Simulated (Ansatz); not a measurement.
**SrO: excitons and shallow donors from band masses and screening**

The calculation used DFT PBE, scalar-relativistic, plane waves, PAW (Ansatz 0.2.0).

Cutoff 420 eV; k points 8×8×8 on the computed 2-atom cell (Γ-centred); Gaussian smearing, width 0.02 eV; no spin polarisation.

Relaxed cell: Fm-3m, a = 5.195 Å, b = 5.195 Å, c = 5.195 Å, α = 90.00°, β = 90.00°, γ = 90.00°, 2 atoms in the primitive cell.

The calculation gives a Kohn–Sham gap of 3.33 eV, an electron mass of 0.524 mₑ and a hole mass of 0.852 mₑ (harmonic means over x, y, z and over the bands degenerate at each edge), and ε∞ = 3.93 (independent particles, mean of the diagonal). The masses depend on direction at the band edges, which the isotropic model averages.

**Question.** Estimate the binding energy and radius of a Wannier–Mott exciton and of a shallow donor, and say whether the hydrogenic model can hold.

**Answer.** The reduced mass is μ = mₙmₕ/(mₙ + mₕ) = 0.324 mₑ, with mₙ and mₕ the band masses. With E_b = 13.606 eV × μ/ε² and a = 0.529 Å × ε/μ (μ in mₑ) the exciton has E_b = 286 meV and a = 6.4 Å. For a donor μ is the electron mass: 461 meV and 4.0 Å. The radius isn't large against the shortest lattice vector (3.67 Å), so the continuum picture is doubtful and the numbers are only a scale. In a polar crystal the ions screen too, so a state bound more weakly than an optical phonon feels the larger static constant, which lowers the energy and widens the orbit. The other way, the small Kohn–Sham gap and the missing local fields make ε∞ too large and the masses tend to be too light, which underbinds. The edges lie at different points of the zone, so the exciton is indirect.